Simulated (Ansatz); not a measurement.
**KTaO3 (perovskite structure)**

The computed numbers are results of PBE, scalar-relativistic (no spin polarisation) in the plane-wave PAW code Ansatz at 420 eV, 8×8×8 k-mesh, Gaussian smearing of 0.05 eV. The datasets are Ansatz's generated set soft_2.

```cif
data_structure
_symmetry_space_group_name_H-M 'P 1'
_symmetry_Int_Tables_number 1
_cell_length_a 4.0244
_cell_length_b 4.0244
_cell_length_c 4.0244
_cell_angle_alpha 90.000
_cell_angle_beta 90.000
_cell_angle_gamma 90.000
_cell_volume 65.18
loop_
_atom_site_label
_atom_site_type_symbol
_atom_site_fract_x
_atom_site_fract_y
_atom_site_fract_z
_atom_site_occupancy
K1 K 0.00000 0.00000 0.00000 1
Ta1 Ta 0.50000 0.50000 0.50000 1
O1 O 0.00000 0.50000 0.50000 1
O2 O 0.50000 0.50000 0.00000 1
O3 O 0.50000 0.00000 0.50000 1
```

The start was a prototype's sites filled with these elements; the Crystallography Open Database holds the compound in this structure. The ideal cubic cell shuts out tilts of the octahedra, which such structures often take.

Path: Γ–X–M–Γ–R–X | R–M, with Γ = (0.000, 0.000, 0.000), X = (0.000, 0.500, 0.000), M = (0.500, 0.500, 0.000), R = (0.500, 0.500, 0.500) in reciprocal vectors of the calculation's cell.

Task: Is it a metal or an insulator, and if it has a gap, where are the band edges on this path?

Result: An insulator with a gap of 2.16 eV on the path, the valence band topping at R and the conduction band bottoming at Γ; the smallest direct gap is 2.78 eV.

Bands as a text map, energy in eV from the Fermi level (dashes), each leg drawn with the same width:
```
  4.86 |            ** *           * **       *      
  4.57 |           *              *   **       *     
  4.29 |          *     *         *     *       *    
  4.00 |         *                       *       **  
  3.71 |      ********** *       *     *  **       **
  3.43 |     *      *   *                            
  3.14 |                                             
  2.86 |    *      *     **     *       *            
  2.57 |                                             
  2.29 |   *      *       *              *           
  2.00 |                   *   *                     
  1.71 |  *      *         *                         
  1.43 |        *           * *           *          
  1.14 |********            **             *         
  0.86 |                                             
  0.57 |                                             
  0.29 |                                             
  0.00 |---------------------------------------------
 -0.29 |                                             
 -0.57 |                                             
 -0.86 |                                             
 -1.14 |            ****           ****     *********
 -1.43 |           *    *        **   **       *     
 -1.71 |****      *      ** *** **     **       *    
 -2.00 |**  ******         ******       ****     *   
 -2.29 | ****   ***      **** *          **       *  
 -2.57 |   * ***  **********               *       **
 -2.86 |    **  **   ***  **   *         **        **
        Γ      X      M      Γ      R      XR       M
```

Formal charges K⁺, Ta⁵⁺, O²⁻ balance and leave closed shells on every ion, so a band insulator is expected, and the gap is 2.16 eV.

Within 0.6 eV of the edges the projected states are 100 % O 2p at the top of the valence band and 94 % Ta 5d at the bottom of the conduction band. The lowest excitation takes an electron from O back to Ta, as in polar semiconductors.

Semilocal functionals underestimate band gaps, commonly by a third or more. No spin–orbit coupling, a notable omission for heavy elements.
